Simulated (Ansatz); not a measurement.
A 3-atom cell of WSe2 (P-6m2) from a materials database at its r2SCAN+rVV10 geometry, run in Ansatz at 4 levels of theory. No magnetic order and no zero-point or thermal motion.

The PBE+SOC input:
```yaml
crystal:
  lattice:
    - [3.2972128799, 0.0, 0.0]
    - [-1.64860644, 2.8554701157, 0.0]
    - [0.0, 0.0, 7.1842680083]
  atoms:
    - { symbol: W, position: [0.0, 0.0, 0.0] }
    - { symbol: Se, position: [0.3333333333, 0.6666666667, 0.2319180935] }
    - { symbol: Se, position: [0.3333333333, 0.6666666667, 0.7680819065] }
kpoints:
  mp_grid: { grid: [12, 12, 4] }
  band_path:
    path:
      - [0.0, 0.0, 0.0]
      - [0.5, 0.0, 0.0]
      - [0.3333333333, 0.3333333333, 0.0]
      - [0.0, 0.0, 0.5]
      - [0.5, 0.0, 0.5]
      - [0.3333333333, 0.3333333333, 0.5]
      - [0.177083, 0.177083, 0.0]
    npoints: 1
hamiltonian:
  xc: pbe
scf:
  occupations: { method: fixed }
  n_extra_bands: 8
magnetization:
  noncollinear: true
  spin_orbit: true
output:
  forces: true
  stress: true
  eigenvalues: true
  write_density: true
  write_potential: true
  elf: true
  volumetric_format: npy
```

Main results, then, where recorded, the levels near the gap in eV from the Fermi energy (columns number the bands from 0), one row a point of the path (Γ, M, K, A, L, H, K–Γ (0.47)):
```
Crystal: 3 atoms, lattice volume = 67.641 Å³
Symmetry: 12 space group operations + 12 with time reversal
Magnetic group: BNS 187.210 (UNI 1440)
```
```
Basis set: ecut = 420 eV, 1321 PW (Γ)
k-points: 57 of 576 (time reversal used)
SCF converged after 9 iterations
Free energy (F): -21349.554876 eV
Fermi energy:    11.155840 eV
--- Forces (eV/Å), atoms counted from 1 ---
  atom   1  W       0.00000      0.00000      0.00000
  atom   2  Se      0.00000      0.00000      0.30052
  atom   3  Se      0.00000      0.00000    -0.30052
--- Stress (GPa, compression-positive) ---
        2.581582       0.000000       0.000000
        0.000000       2.581582       0.000000
        0.000000       0.000000       3.930934
  P = ⅓ Tr σ = 3.0314 GPa (30.314 kbar)
```
```tsv
band_40	band_41	band_42	band_43	band_44	band_45	band_46	band_47	band_48	band_49	band_50	band_51
-1.750	-1.750	-1.346	-1.346	-0.862	-0.862	2.543	2.543	2.771	2.771	2.820	2.820
-2.159	-2.159	-1.504	-1.504	-1.155	-1.155	2.040	2.040	2.449	2.449	3.723	3.723
-3.644	-3.403	-2.406	-2.323	-0.542	-0.099	1.274	1.308	2.646	2.834	3.056	3.278
-1.749	-1.749	-1.361	-1.361	-0.155	-0.155	2.489	2.489	2.766	2.766	2.886	2.886
-2.806	-2.806	-1.330	-1.330	-1.009	-1.009	2.049	2.049	2.625	2.625	3.203	3.203
-3.778	-3.544	-2.998	-2.926	-0.480	0.000	1.253	1.297	2.329	2.354	3.332	3.788
-2.624	-2.325	-1.531	-1.326	-1.176	-0.960	1.055	1.230	2.135	2.149	2.588	2.753
```

PBE+SOC gives an indirect gap of 1.06 eV, from H to K–Γ (0.47 of the way from K); the least direct gap is 1.25 eV at H.

HSE06. Against the first input these blocks differ (the band path and keys that only write files left aside):
```yaml
kpoints:
  mp_grid: { grid: [6, 6, 4] }
hamiltonian:
  xc: hse06
scf:
  occupations: { method: fixed }
  n_extra_bands: 4
```
(magnetization left out)

```
Basis set: ecut = 420 eV, 1321 PW (Γ)
k-points: 21 of 144 (time reversal used)
Exchange kernel: α = 0.2500, screened, ω = 0.2079 Å⁻¹, Wigner–Seitz truncation, v(0) = 1045.2255 eV·Å³, q-mesh 6×6×4
hybrid outer 1: dexx = +1.023e-2 eV, tail = 1.02e-4 eV
hybrid outer 2: dexx = +6.997e-7 eV, tail = 4.02e-8 eV, Δε = 2.56e-3 eV, ΔF = 1.22e-2 eV/Å
hybrid outer 3: dexx = +3.186e-10 eV, tail = 2.71e-9 eV, Δε = 9.04e-5 eV, ΔF = 1.21e-4 eV/Å
hybrid SCF converged: 3 outer / 14 inner (+5 warm-up)
Free energy (F): -21328.597932 eV
Fermi energy:    10.565822 eV
--- Forces (eV/Å), atoms counted from 1 ---
  atom   1  W       0.00000      0.00000      0.00000
  atom   2  Se      0.00000      0.00000    -0.23355
  atom   3  Se      0.00000      0.00000      0.23355
--- Stress (GPa, compression-positive) ---
       -1.112645       0.000000       0.000000
        0.000000      -1.112645       0.000000
        0.000000       0.000000      -0.250324
  P = ⅓ Tr σ = -0.8252 GPa (-8.252 kbar)
```
```tsv
band_20	band_21	band_22	band_23	band_24	band_25
-1.466	-1.466	-0.800	3.614	3.614	3.727
-2.183	-1.404	-1.231	2.996	3.249	4.760
-3.745	-2.452	-0.097	2.011	3.774	3.976
-1.482	-1.482	0.000	3.552	3.552	3.812
-2.926	-1.170	-1.100	3.009	3.501	4.084
-3.894	-3.124	-0.009	2.013	3.184	4.529
-2.547	-1.385	-1.045	1.889	2.991	3.574
```

With HSE06 the valence top lies at A and the conduction bottom at K–Γ (0.47 of the way from K), 1.89 eV higher; the smallest vertical gap, at H, is 2.02 eV. The mean pressure at these positions is -0.8 GPa, compression counted positive. (The program warns that its thresholds are loose for a hybrid's stress.)

**Question.** In the first input these blocks are replaced (the band path and keys that only write files left aside):
```yaml
kpoints:
  mp_grid: { grid: [6, 6, 2] }
hamiltonian:
  xc: hse06
output:
  eigenvalues: true
```
What comes out?

**Answer.**
```
Basis set: ecut = 420 eV, 1321 PW (Γ)
k-points: 14 of 72 (time reversal used)
Exchange kernel: α = 0.2500, screened, ω = 0.2079 Å⁻¹, Wigner–Seitz truncation, v(0) = 1036.6246 eV·Å³, q-mesh 6×6×2
hybrid outer 1: dexx = +1.028e-2 eV, tail = 1.00e-4 eV
hybrid outer 2: dexx = +8.254e-7 eV, tail = 1.16e-7 eV, Δε = 2.56e-3 eV
hybrid SCF converged: 2 outer / 10 inner (+6 warm-up)
Free energy (F): -21333.054026 eV
Fermi energy:    10.872501 eV
```
```tsv
band_40	band_41	band_42	band_43	band_44	band_45	band_46	band_47	band_48	band_49	band_50	band_51
-2.052	-2.052	-1.556	-1.556	-0.986	-0.986	3.119	3.119	3.344	3.344	3.427	3.427
-2.547	-2.547	-1.786	-1.786	-1.413	-1.413	2.592	2.592	3.033	3.033	4.427	4.427
-4.183	-3.912	-2.823	-2.729	-0.649	-0.103	1.690	1.693	3.261	3.479	3.719	3.982
-2.027	-2.027	-1.572	-1.572	-0.222	-0.222	3.064	3.064	3.349	3.349	3.496	3.496
-3.254	-3.254	-1.612	-1.612	-1.258	-1.258	2.605	2.605	3.246	3.246	3.874	3.874
-4.320	-4.056	-3.480	-3.396	-0.586	0.000	1.668	1.681	2.914	2.935	4.001	4.531
-3.038	-2.707	-1.855	-1.638	-1.417	-1.144	1.477	1.690	2.693	2.715	3.223	3.406
```
The HSE06+SOC gap is indirect, 1.48 eV (H to K–Γ (0.47 of the way from K)), below the direct gap of 1.67 eV at H.

**Question.** Another run on the same cell gave
```
Basis set: ecut = 420 eV, 1321 PW (Γ)
k-points: 21 of 144 (time reversal used)
hybrid outer 1: dexx = +8.383e-4 eV, tail = 2.74e-6 eV
hybrid outer 2: dexx = +9.390e-9 eV, tail = 4.40e-9 eV, Δε = 2.18e-4 eV, ΔF = 1.63e-3 eV/Å
hybrid SCF converged: 2 outer / 10 inner (+4 warm-up)
Free energy (F): -21325.110348 eV
Fermi energy:    10.670961 eV
--- Forces (eV/Å), atoms counted from 1 ---
  atom   1  W       0.00000      0.00000      0.00000
  atom   2  Se      0.00000      0.00000      0.10025
  atom   3  Se      0.00000      0.00000    -0.10025
--- Stress (GPa, compression-positive) ---
        1.160315       0.000000       0.000000
        0.000000       1.160315       0.000000
        0.000000       0.000000       2.370079
  P = ⅓ Tr σ = 1.5636 GPa (15.636 kbar)
```
```tsv
band_20	band_21	band_22	band_23	band_24	band_25
-1.371	-1.371	-0.774	3.446	3.446	3.572
-2.009	-1.298	-1.114	2.851	3.107	4.526
-3.488	-2.262	-0.109	1.953	3.584	3.777
-1.386	-1.386	0.000	3.386	3.386	3.651
-2.718	-1.053	-0.997	2.862	3.336	3.879
-3.636	-2.897	-0.022	1.954	3.028	4.311
-2.366	-1.239	-0.974	1.810	2.855	3.382
```
Which level of theory and mesh gave it?

**Answer.** It is DDH-PBE0, judged by the exchange loop and the size of the gap (a near hybrid could fit too), on 6×6×4; the blocks that differ from the first input, but for the band path:
```yaml
crystal:
  host: atoms
kpoints:
  mp_grid: { grid: [6, 6, 4] }
hamiltonian:
  xc:
    exchange: pbe
    correlation: pbe
    exx: { coeff: inverse_dielectric }
scf:
  occupations: { method: fixed }
  n_extra_bands: 4
```
(magnetization left out)
With DDH-PBE0 the valence top lies at A and the conduction bottom at K–Γ (0.47 of the way from K), 1.81 eV higher; the smallest vertical gap, at H, is 1.98 eV. With the atoms held, the mean pressure is +1.6 GPa (compression positive). (The program warns that its thresholds are loose for a hybrid's stress.)

Small level splittings and stresses of the hybrids carry the error of their coarser meshes.

Totals of different functionals, or with and without spin-orbit coupling, can't be compared.

Only the levels marked +SOC include spin-orbit coupling.

The meshes of the hybrids are coarse, so their gaps aren't converged to the digits shown.
